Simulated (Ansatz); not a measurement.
Ansatz input

```yaml
crystal:
  lattice:
    - [0.0, 2.357735965, 2.357735965]
    - [2.357735965, 0.0, 2.357735965]
    - [2.357735965, 2.357735965, 0.0]
  atoms:
    - { symbol: In, position: [0.0, 0.0, 0.0] }
hamiltonian:
  xc: r2scan
  pseudopotentials:
    kind: paw_fr
    azcp:
      In: "pseudopotentials/In.paw.azcp"
basis:
  ecutwfc: 500
  fft_grid_basis: typed
kpoints:
  mp_grid: { grid: [12, 12, 12], shift: [0, 0, 0] }
magnetization:
  noncollinear: true
  spin_orbit: true
scf:
  occupations: { method: fermi_dirac, width: 0.1 }
```

Output

```
Engine: ansatz 0.2.0, x86_64-unknown-linux-gnu
Pseudopotentials: kind: paw_fr
Pseudopotential: In, paw_fr, valence charge 13, recommended cutoff 500 eV (meta_gga) 
Functional definition: r2SCAN
  parameter k0 = 0.174
  parameter k1 = 0.065
  parameter a1 = 4.9479
  exchange = r2scan_x(k0 = k0, k1 = k1, a1 = a1)
  correlation = r2scan_c
non-collinear run that drives no moment, with spin-orbit: no starting moment large enough to seed its density (crystal.atoms[].spin), no starting occupations that ask for one, no magnetisation constraint and no magnetic field, so the semilocal B_xc is pinned to zero
Crystal: 1 atoms, lattice volume = 26.213 Å³
Basis set: ecut = 500 eV, 645 PW (Γ), exchange–correlation on 100×100×100 points (64 copies of the dense FFT grid, shifted against one another)
Bands: 22, of which v1, the nominal top of the filled ones, is band 13 counted from 1 (12 counted from 0)
Symmetry: 48 space group operations + 48 with time reversal
Magnetic group: BNS 225.117 (UNI 1619), of the structure as read, at distance tolerance 3.0e-5 Å
k-points: 72 of 1728
Projection manifold: j_resolved (fully-relativistic pseudo-atomic orbitals)
Non-local potential: In, projectors of the file, l = 0: 2, l = 1: 4, l = 2: 4, l = 3: 4
PAW form: soft (Blöchl's): semilocal exchange-correlation on the pseudo side does not see the compensation charge
PAW frozen core: In, regenerated for the run's functional (the file was generated under x = pbe(κ = 0.804, μ = 0.2195149727645171), c = pbe(β = 0.06672455060314922))
PAW one-centre angular grid: In, 590 points (default); XC on 281 of its mesh's 2783 points in the sphere
Initial density: superposition of atomic densities (chi_scale 0.1, normalization cell)
Initial wavefunctions: pseudopotential atomic-orbital guess
Functional: x = r2scan, c = r2scan; τ floored in thin density (d = 2e-4 eV/Å³)
iter 1 solved again at ethr=3.36e-4 eV; its pass at ethr=3.10e-3 eV (dr2=4.37e-2 eV) is discarded
SCF iter   1: F=—  HF=-5602.183330 eV  |F-HF|=—  |Δ(HF+E_count)|=         —  Δρ=1.39e-2  dr2=4.94e-2  dr2_τ=2.91e-4  dr2_m=0.00e0 (ungated)  ethr=3.36e-4  |M|=0.00e0 ∫|m|=0.00e0 μB  |m|>n=0.0e0 m-floor=0.0e0 τ_xc=0.0e0  β_m=0.30  ⟨swp⟩=1.3  Hψ=6650  notcnv=0
eigensolver tolerance schedule calibrated: the retry pair's looser diagonalisation under-reported the residual by θ = 0.12 (0.12/decade); ethr = c·dr2/N_el runs at the constant in force after the calibration composes with the one it found (an armed cap, an earlier calibration), c = 7.0e-2
SCF iter   2: F=—  HF=-5602.187489 eV  |F-HF|=—  |Δ(HF+E_count)|=   4.16e-3  Δρ=1.14e-2  dr2=3.05e-2  dr2_τ=1.16e-4  dr2_m=0.00e0 (ungated)  ethr=2.67e-4  |M|=0.00e0 ∫|m|=0.00e0 μB  |m|>n=0.0e0 m-floor=0.0e0 τ_xc=0.0e0  β_m=0.65  ⟨swp⟩=2.0  Hψ=1031  notcnv=0
SCF iter   3: F=—  HF=-5602.202414 eV  |F-HF|=—  |Δ(HF+E_count)|=   1.49e-2  Δρ=2.15e-3  dr2=1.21e-3  dr2_τ=8.52e-6  dr2_m=0.00e0 (ungated)  ethr=1.65e-4  |M|=0.00e0 ∫|m|=0.00e0 μB  |m|>n=0.0e0 m-floor=0.0e0 τ_xc=0.0e0  β_m=0.75  ⟨swp⟩=2.6  Hψ=1615  notcnv=0  defer=90
SCF iter   4: F=—  HF=-5602.203657 eV  |F-HF|=—  |Δ(HF+E_count)|=   1.24e-3  Δρ=3.54e-4  dr2=1.80e-5  dr2_τ=1.84e-7  dr2_m=0.00e0 (ungated)  ethr=6.56e-6  |M|=0.00e0 ∫|m|=0.00e0 μB  |m|>n=0.0e0 m-floor=0.0e0 τ_xc=0.0e0  β_m=0.80  ⟨swp⟩=2.0  Hψ=1211  notcnv=0  defer=90
SCF iter   5: F=—  HF=-5602.203702 eV  |F-HF|=—  |Δ(HF+E_count)|=   4.42e-5  Δρ=6.04e-5  dr2=3.80e-7  dr2_τ=9.98e-9  dr2_m=0.00e0 (ungated)  ethr=9.72e-8  |M|=0.00e0 ∫|m|=0.00e0 μB  |m|>n=0.0e0 m-floor=0.0e0 τ_xc=0.0e0  β_m=0.87  ⟨swp⟩=2.0  Hψ=1225  notcnv=0  defer=90
SCF iter   6: F=-5602.203703 eV  HF=-5602.203703 eV  |F-HF|=8.72e-8  |Δ(HF+E_count)|=   1.48e-6  Δρ=1.35e-5  dr2=3.04e-8  dr2_τ=1.22e-10  dr2_m=0.00e0 (ungated)  ethr=5.40e-10  |M|=0.00e0 ∫|m|=0.00e0 μB  |m|>n=0.0e0 m-floor=0.0e0 τ_xc=0.0e0  ⟨swp⟩=3.3  Hψ=1776  notcnv=0
SCF 1 converged in 6 iterations: F = -5602.203703 eV  dr2 = 3.04e-8
SCF converged after 6 iterations
Magnetization: |M| = 0.0000 μB,  M = (+0.0000, +0.0000, +0.0000) μB
Absolute magnetization: 0.0000 μB (∫|m|)
  site 0: m = (+0.0000, +0.0000, +0.0000) μB, |m| = 0.0000 μB  (R = 1.38 Å)
Free energy (F): -5602.203703 eV
Harris-Foulkes:  -5602.203703 eV  (|F-HF|=8.72e-8)
Internal energy: -5602.188661 eV  (E = F + TS)
E sigma→0 (E₀):  -5602.196182 eV
Entropy (-TS):   -0.015042 eV (-15.042 meV/atom)
Fermi energy:    10.160191 eV
--- Per-component energies (eV) ---
  E_band       = -31.147918
  E_kinetic    = 241.299255
  E_local      = -1077.900203  (includes V_loc(G=0)·N_el)
  E_nonlocal   = 366.636199
  E_hartree    = 423.536631
  E_xc         = -201.576040
  E_vxc        = -107.664799  (∫ρ·V_xc dr)
  E_paw        = -4172.090974  (= ΣΔE_a)
  E_vpaw       = -308.248536  (= ΣTr[D̂ρ^β])
  E_aug_tail   = 0.000008  (compensation charges beyond the density's cutoff)
  E_vtau       = 7.657560  (kinetic-family band-sum trace: ∫τ·v_τ [+ j·A + Jᵃ·Aᵃ] dr)
  E_ewald      = -1183.067762
  E_core_change = 0.974225  (= ΣΔE_core)
  E_smearing   = -0.015042  (= −TS)
  E_closure    = -0.000000  (closes the sum)
  Σ components = -5602.203703   (vs F -5602.203703, Δ=0.00e0)
```

Launched by

```sh
ansatz run input.yaml --threads 1 --pin off --max-ram 3584MiB --backend cpu --events-out ev --progress --plain --runs-dir out
```

On 1 thread of Intel(R) Xeon(R) Platinum 8259CL CPU @ 2.50GHz (Skylake/Cascade Lake) (shared host) this took about 24 s of wall time and 20 s of CPU time.
